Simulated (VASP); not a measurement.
# Si (R-3m) in VASP: phonons with LDA

Aim: the phonons of Si with LDA.

Everything below comes from runs of VASP 6.6.1. Logs are shortened: lines on timing, memory, paths and dates and some standing lists are left out, and cuts for length are marked.

## (1) Starting point

Symmetry: R-3m, No. 166, trigonal system. The conventional cell has a = 3.833 Å, b = 3.833 Å, c = 9.501 Å, α = 90.00°, β = 90.00°, γ = 120.00°. Si (site symmetry 3m) has 4 Si at 2.35 to 2.37 Å as nearest neighbours.

## (2) Phonons, LDA

Contents of POSCAR:

```
Si
1.0
    0.0213672721      2.7319713639      2.7319713639
    2.7319713639      0.0213672721      2.7319713639
    2.7319713639      2.7319713639      0.0213672721
Si
2
Direct
    0.0004862000      0.0004862000      0.0004862000
    0.2495140000      0.2495140000      0.2495140000
```

Contents of INCAR.step1:

```
PREC = Accurate
ENCUT = 600
EDIFF = 1E-8
ISMEAR = 0
SIGMA = 0.01
LREAL = False
LASPH = True
NELM = 80
ALGO = Normal
ISIF = 3
LWAVE = False
LCHARG = False
GGA = CA
IBRION = 2
NSW = 40
EDIFFG = -0.002
```

Contents of INCAR.step2:

```
PREC = Accurate
ENCUT = 600
EDIFF = 1E-8
ISMEAR = 0
SIGMA = 0.01
LREAL = False
LASPH = True
NELM = 80
ALGO = Normal
ISIF = 2
LWAVE = False
LCHARG = False
GGA = CA
IBRION = 8
NSW = 1
```

Contents of KPOINTS:

```
regular mesh
0
Gamma
  10 10 10
```

Potentials or basis: VASP PAW LDA potentials, release 64 (Si).

Run with:

```sh
$ cat potpaw_LDA.64/Si/POTCAR > POTCAR
$ cp INCAR.step1 INCAR
$ mpirun -np 1 vasp_std > vasp.out
$ cp CONTCAR POSCAR
$ cp INCAR.step2 INCAR
$ mpirun -np 1 vasp_std > vasp.out
```

OUTCAR:

```text
PREC = Accurate
   ENCUT = 600
   EDIFF = 1E-8
   ISMEAR = 0
   LREAL = False
   LASPH = True
   NELM = 80
   ISIF = 2
   GGA = CA
   IBRION = 8
   NSW = 1

 ion  position               nearest neighbor table
   1  0.000  0.000  0.000-   2 2.34   2 2.34   2 2.34   2 2.34
   2  0.250  0.250  0.250-   1 2.34   1 2.34   1 2.34   1 2.34

  LATTYP: Found a trigonal (rhomboedric) cell.
 ALAT       =     3.8205115581
 COS(alpha) =     0.5000141109

  Lattice vectors:

 A1 = (   0.0000381208,   2.7015096302,   2.7015096302)
 A2 = (   2.7015096302,   0.0000381208,   2.7015096302)
 A3 = (   2.7015096302,   2.7015096302,   0.0000381208)

Analysis of symmetry for initial positions (statically):
=====================================================================
 Subroutine PRICEL returns:
 Original cell was already a primitive cell.

 Routine SETGRP: Setting up the symmetry group for a
 trigonal (rhombohedral) supercell.

 Subroutine GETGRP returns: Found 12 space group operations
 (whereof  6 operations were pure point group operations)
 out of a pool of 12 trial point group operations.

The static configuration has the point symmetry C_3v.
 The point group associated with its full space group is D_3d.

Analysis of symmetry for dynamics (positions and initial velocities):
=====================================================================
 Subroutine PRICEL returns:
 Original cell was already a primitive cell.

 Routine SETGRP: Setting up the symmetry group for a
 trigonal (rhombohedral) supercell.

 Subroutine GETGRP returns: Found 12 space group operations
 (whereof  6 operations were pure point group operations)
 out of a pool of 12 trial point group operations.

The dynamic configuration has the point symmetry C_3v.
 The point group associated with its full space group is D_3d.

 Subroutine INISYM returns: Found 12 space group operations
 (whereof  6 operations are pure point group operations),
 and found     1 'primitive' translations

----------------------------------------------------------------------------------------

                                     Primitive cell

  volume of cell :      39.4312

  direct lattice vectors                    reciprocal lattice vectors
     0.000038121  2.701509630  2.701509630    -0.185085619  0.185083008  0.185083008
     2.701509630  0.000038121  2.701509630     0.185083008 -0.185085619  0.185083008
     2.701509630  2.701509630  0.000038121     0.185083008  0.185083008 -0.185085619

  length of vectors
     3.820511558  3.820511558  3.820511558     0.320574681  0.320574681  0.320574681

  position of ions in fractional coordinates (direct lattice)
     0.000002211  0.000002211  0.000002211
     0.249997989  0.249997989  0.249997989

  ion indices of the primitive-cell ions
   primitive index   ion index
                 1           1
                 2           2

----------------------------------------------------------------------------------------

 KPOINTS: regular mesh

Automatic generation of k-mesh.
 Grid dimensions read from file:
 generate k-points for:   10   10   10

 Generating k-lattice:

  Cartesian coordinates                     Fractional coordinates (reciprocal lattice)
    -0.018508562  0.018508301  0.018508301     0.100000000  0.000000000 -0.000000000
     0.018508301 -0.018508562  0.018508301     0.000000000  0.100000000 -0.000000000
     0.018508301  0.018508301 -0.018508562     0.000000000  0.000000000  0.100000000

  Length of vectors
     0.032057468  0.032057468  0.032057468

  Shift w.r.t. Gamma in fractional coordinates (k-lattice)
     0.000000000  0.000000000  0.000000000

 Subroutine IBZKPT returns following result:
 ===========================================

 Found    116 irreducible k-points:

 Following reciprocal coordinates:
            Coordinates               Weight
  0.000000  0.000000  0.000000      1.000000
  0.100000  0.000000  0.000000      6.000000
  0.100000  0.100000  0.100000      2.000000
  0.200000  0.000000  0.000000      6.000000
  0.200000  0.200000  0.200000      2.000000
  0.300000  0.000000 -0.000000      6.000000
[... 16 lines left out ...]
  0.100000  0.100000 -0.400000      6.000000
  0.500000  0.400000  0.500000      6.000000
 [... further k-points ...]
   k-points           NKPTS =    116   k-points in BZ     NKDIM =    116   number of bands    NBANDS=      8
   number of dos      NEDOS =    301   number of ions     NIONS =      2
   total plane-waves  NPLWV =  32768
   dimension x,y,z NGX =    32 NGY =   32 NGZ =   32
   dimension x,y,z NGXF=    64 NGYF=   64 NGZF=   64
   ions per type =               2
   NGX,Y,Z   is equivalent  to a cutoff of  13.92, 13.92, 13.92 a.u.
[... 15 lines left out ...]
   IBRION =      8    ionic relax: 0-MD 1-quasi-New 2-CG
   NFREE  =      0    steps in history (QN), initial steepest desc. (CG)
   ISIF   =      2    stress and relaxation
   ISYM   =      2    0-nonsym 1-usesym 2-fastsym
   POTIM  = 0.5000    time-step for ionic-motion
   TEBEG  =    0.0;   TEEND  =   0.0 temperature during run
   PSTRESS=    0.0 pullay stress
   NELECT =       8.0000    total number of electrons
   NUPDOWN=      -1.0000    fix difference up-down
   EMIN   =  10.00;   EMAX   =-10.00  energy-range for DOS
   EFERMI =   0.00;   METHOD = LEGACY
   ISMEAR =     0;   SIGMA  =   0.01  broadening in eV -4-tet -1-fermi 0-gaus
   EFERMI_NEDOS =   21; number of points for ismear=-14 and -15
   IALGO  =     38    algorithm
   IMIX   =      4    mixing-type and parameters
     AMIX     =   0.40;   BMIX     =  1.00
     AMIX_MAG =   1.60;   BMIX_MAG =  1.00
  volume/ion in A,a.u.               =      19.72       133.05
  Fermi-wavevector in a.u.,A,eV,Ry     =   0.961962  1.817845 12.590442  0.925371
  Thomas-Fermi vector in A             =   2.091380
   LORBIT       =      0    0 simple, 1 ext, 2 COOP (PROOUT), +10 PAW based schemes
   GGA     = CA    functional components
   LHFCALC =     F    Hartree Fock is set to
   AEXX    =    0.0000 exact exchange contribution
   IVDW    =     0    specifies the selected vdW correction
   LEPSILON=     F    determine dielectric tensor
   LRPA    =     F    only Hartree local field effects (RPA)
 non-spin polarized calculation
 Gauss-broadening in eV      SIGMA  =   0.01
  energy-cutoff  :      600.00
  volume of cell :       39.43
 maximum number of plane-waves:      1363
   NGX = 15   NGY = 15   NGZ = 15

--------------------------------------- Ionic step        1  -------------------------------------------

 number of electron       7.9999999 magnetization

 Free energy of the ion-electron system (eV)
  ---------------------------------------------------
  ext. energy  EPLUGINS =         0.00000000
  ---------------------------------------------------
  free energy    TOTEN  =       -11.91928984 eV

  energy without entropy =      -11.91928984  energy(sigma->0) =      -11.91928984

 E-fermi :   6.0103     XC(G=0):  -9.6635

 val. band max:        5.9275678434   @ k =   0.0000   0.0000   0.0000
 cond. band min:       6.3810219408   @ k =   0.4000   0.4000  -0.0000
 fundamental gap:      0.4534540975
 Fermi energy:         6.0103252784

 k-point     1 :       0.0000    0.0000    0.0000
  band No.  band energies     occupation
      1      -6.1351      2.00000
      2       5.9272      2.00000
      3       5.9276      2.00000
      4       5.9276      2.00000
      5       8.4580      0.00000
      6       8.4581      0.00000
      7       8.4581      0.00000
      8       9.3131      0.00000
[... 243 lines left out ...]
 k-point    24 :       0.5000    0.4000    0.5000
  band No.  band energies     occupation
      1      -3.7045      2.00000
      2      -0.9815      2.00000
      3       3.9211      2.00000
      4       4.4658      2.00000
      5       8.0249      0.00000
      6       9.1803      0.00000
      7       9.7226      0.00000
      8      13.6351      0.00000

 [... further k-points ...]

------------------------ aborting loop because EDIFF is reached ----------------------------------------

  FORCE on cell =-STRESS in cart. coord.  units (eV):
  Direction    XX          YY          ZZ          XY          YZ          ZX
  --------------------------------------------------------------------------------------
  -------------------------------------------------------------------------------------
  Total       -0.0000865     -0.0000865     -0.0000865     -0.0001409     -0.0001409     -0.0001409
  in kB       -0.0035149     -0.0035149     -0.0035149     -0.0057250     -0.0057250     -0.0057250
  external PRESSURE =      -0.0035149 kB  Pullay stress =       0.0000000 kB

 VOLUME and BASIS-vectors are now :
 -----------------------------------------------------------------------------
  energy-cutoff  :      600.00
  volume of cell :       39.43
      direct lattice vectors                 reciprocal lattice vectors
     0.000038121  2.701509630  2.701509630    -0.185085619  0.185083008  0.185083008
     2.701509630  0.000038121  2.701509630     0.185083008 -0.185085619  0.185083008
     2.701509630  2.701509630  0.000038121     0.185083008  0.185083008 -0.185085619

 POSITION                                       TOTAL-FORCE (eV/Angst)
 -----------------------------------------------------------------------------------
      0.00001      0.00001      0.00001        -0.000169     -0.000169     -0.000169
      1.35075      1.35075      1.35075         0.000169      0.000169      0.000169
 -----------------------------------------------------------------------------------
    total drift:                               -0.000000     -0.000000     -0.000000

  FREE ENERGIE OF THE ION-ELECTRON SYSTEM (eV)
  ---------------------------------------------------
  free  energy   TOTEN  =       -11.9192898373 eV

  energy  without entropy=      -11.9192898373  energy(sigma->0) =      -11.91928984

[... ionic steps 2 to 3 ...]

--------------------------------------- Ionic step        4  -------------------------------------------

 Free energy of the ion-electron system (eV)
  ---------------------------------------------------
  ---------------------------------------------------
  free energy    TOTEN  =        -0.01774118 eV

  energy without entropy =       -0.01774118

------------------------ aborting loop because EDIFF is reached ----------------------------------------

 INTERNAL STRAIN TENSOR  FOR ION    1  DIRECTION 1   (eV/Angst):
 -----------------------------------------------------------------------------
    -0.00190  0.16794  0.16794
    -0.19807  0.00097  9.68073
    -0.19807  9.68073  0.00097

 INTERNAL STRAIN TENSOR FOR ION    2 for displacements in x,y,z  (eV/Angst):
          X           Y           Z          XY          YZ          ZX
  --------------------------------------------------------------------------------
  x     0.00190    -0.00097    -0.00097     0.19807    -9.68073    -0.16794
  y    -0.00097     0.00190    -0.00097    -0.16794     0.19807    -9.68073
  z    -0.00097    -0.00097     0.00190    -9.68073    -0.16794     0.19807

 SECOND DERIVATIVES (NOT SYMMETRIZED)
 ------------------------------------
               1X          1Y          1Z          2X          2Y          2Z
  1X   -13.584301    0.001841    0.001841   13.584301   -0.001841   -0.001841
  1Y     0.001841  -13.584301    0.001841   -0.001841   13.584301   -0.001841
  1Z     0.001841    0.001841  -13.584301   -0.001841   -0.001841   13.584301
  2X    13.584301   -0.001841   -0.001841  -13.584301    0.001841    0.001841
  2Y    -0.001841   13.584301   -0.001841    0.001841  -13.584301    0.001841
  2Z    -0.001841   -0.001841   13.584301    0.001841    0.001841  -13.584301

 Eigenvectors and eigenvalues of the dynamical matrix
 ----------------------------------------------------

   1 f  =   15.377176 THz    96.617646 2PiTHz  512.927377 cm-1    63.594861 meV
             X         Y         Z           dx          dy          dz
      0.000012  0.000012  0.000012     0.179570   -0.564986    0.385416
      1.350753  1.350753  1.350753    -0.179570    0.564986   -0.385416
[... 16 lines left out ...]
   5 f  =    0.000000 THz     0.000001 2PiTHz    0.000004 cm-1     0.000000 meV
             X         Y         Z           dx          dy          dz
      0.000012  0.000012  0.000012     0.695383    0.079609    0.100521
      1.350753  1.350753  1.350753     0.695383    0.079609    0.100521

   6 f/i=    0.000000 THz     0.000001 2PiTHz    0.000006 cm-1     0.000001 meV
             X         Y         Z           dx          dy          dz
      0.000012  0.000012  0.000012     0.034345    0.418435   -0.568975
      1.350753  1.350753  1.350753     0.034345    0.418435   -0.568975

--------------------------------------------------------------------------------------------------------

 ELASTIC MODULI CONTR FROM IONIC RELAXATION (kBar)
 Direction    XX          YY          ZZ          XY          YZ          ZX
 --------------------------------------------------------------------------------
 XX          -0.0000      0.0000      0.0000     -0.0297      0.0551     -0.0266
 YY           0.0000     -0.0000      0.0000     -0.0266     -0.0297      0.0551
 ZZ           0.0000      0.0000     -0.0000      0.0551     -0.0266     -0.0297
 XY          -0.0297     -0.0266      0.0551   -280.5180      0.9342      0.9342
 YZ           0.0551     -0.0297     -0.0266      0.9342   -280.5180      0.9342
 ZX          -0.0266      0.0551     -0.0297      0.9342      0.9342   -280.5180
 --------------------------------------------------------------------------------
```

It took 3.1 min on 1 thread of Intel Xeon Platinum 8488C (Sapphire Rapids), shared host; peak memory 0.34 GiB.

What came out:

- Relaxed volume: 19.72 Å³/atom
- Relaxed cell: a = 3.821 Å, b = 3.821 Å, c = 3.821 Å, α = 60.00°, β = 60.00°, γ = 60.00°
- Space group after relaxing (to 0.05 Å): Fd-3m (No. 227)
- Highest phonon frequency at Γ: 513 cm⁻¹

The path:
| step | energy change (eV) | largest force (eV/Å) | pressure (GPa) | volume (Å³) |
| --- | --- | --- | --- | --- |
| 1 | 0.0000 | 0.0002 | -2.02 | 40.30 |
| 2 | -0.0041 | 0.1172 | 1.51 | 38.84 |
| 3 | -0.0068 | 0.0660 | 0.08 | 39.40 |
| 4 | -0.0072 | 0.0168 | 0.05 | 39.41 |
| 5 | -0.0073 | 0.0135 | 0.02 | 39.42 |
| 6 | -0.0073 | 0.0130 | -0.02 | 39.44 |
| 7 | -0.0073 | 0.0003 | 0.00 | 39.43 |

Final structure:
```cif
data_structure
_symmetry_space_group_name_H-M 'P 1'
_symmetry_Int_Tables_number 1
_cell_length_a 3.8205
_cell_length_b 3.8205
_cell_length_c 3.8205
_cell_angle_alpha 59.999
_cell_angle_beta 59.999
_cell_angle_gamma 59.999
_cell_volume 39.43
loop_
_atom_site_label
_atom_site_type_symbol
_atom_site_fract_x
_atom_site_fract_y
_atom_site_fract_z
_atom_site_occupancy
Si1 Si 0.00000 0.00000 0.00000 1
Si2 Si 0.25000 0.25000 0.25000 1
```

Phonon frequencies in cm⁻¹ (negative: imaginary):
```tsv
q point	frequencies
(0.000, 0.000, 0.000)	0 0 0 513 513 513
```
